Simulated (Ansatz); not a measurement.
Crystal: TiB.

```
Ti B
1.0
     6.12000    0.00000    0.00000
     0.00000    3.06000    0.00000
     0.00000    0.00000    4.56000
Ti B
4 4
Cartesian
  4.1432 0.7650 1.7191
  1.9768 2.2950 2.8409
  5.0368 2.2950 3.9991
  1.0832 0.7650 0.5609
  3.2375 0.7650 4.0903
  2.8825 2.2950 0.4697
  5.9425 2.2950 1.8103
  0.1775 0.7650 2.7497
```

Base run:

- Program: Ansatz 0.2.0
- Functional: PBEsol
- Potentials or basis: Ansatz PAW
- Cutoff: 420 eV (not typed: the program's choice for these potentials)
- k mesh: 5 × 9 × 6
- Occupations: fermi-dirac, width 0.05 eV
- Spin: no spin polarisation
- Hubbard terms: Ti d U = 1 eV

Its results: band gap on the k mesh none (metal or under the smearing width); pressure -4.8 GPa; largest force 0.251 eV/Å.

Question: The run is repeated on the same cell with these changes: hubbard terms from Ti d U = 1 eV to Ti d U = 4 eV. What comes out?

Answer: Band gap on the k mesh none (metal or under the smearing width); pressure -1.9 GPa; largest force 0.210 eV/Å.

Caveats: U without spin polarisation on a metal has little footing; the PAW data sets come from PBE, with cores solved anew for the run's functional, which leaves a small shift of forces and pressure; the U is typed as a test and isn't derived for this compound.
